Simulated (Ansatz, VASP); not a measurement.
**Two plane-wave programs on CdS (Greenockite)**

```
Cd S
1.0
     4.27887    0.00000    0.00000
    -2.13943    3.70561    0.00000
     0.00000    0.00000    6.96277
Cd S
2 2
Direct
  0.33333 0.66667 0.99921
  0.66667 0.33333 0.49921
  0.33333 0.66667 0.37579
  0.66667 0.33333 0.87579
```

Alike in both runs: functional PBE; k mesh 9 × 9 × 4; occupations gaussian, width 0.02 eV; no spin polarisation.

Ansatz relaxed the structure, and its values are those at the end. VASP's run is a single point on that final structure, the one shown.

|  | VASP | Ansatz |
| --- | --- | --- |
| version | VASP 6.6.1 | Ansatz 0.2.0 |
| potentials or method | VASP PAW PBE potentials, release 64 (Cd, S) | scalar-relativistic, plane waves, PAW |
| plane-wave cutoff (eV) | 520 | 420 |
| valence electrons in the cell | 36 | 52 |

Ansatz gave:

| Quantity | Value |
| --- | --- |
| gap on the k mesh at the Fermi level (eV) | 0.97 |
| least direct gap on the mesh (eV) | 0.97 |
| pressure (GPa) | -2.7 |

Task: Which values does VASP return?

Result: gap on the k mesh at the Fermi level (eV): 0.97; least direct gap on the mesh (eV): 0.97; pressure (GPa): -2.5.

The two sets of potentials don't hold the same shells in valence.

PBE gaps usually lie below the measured ones, often by a third to a half.
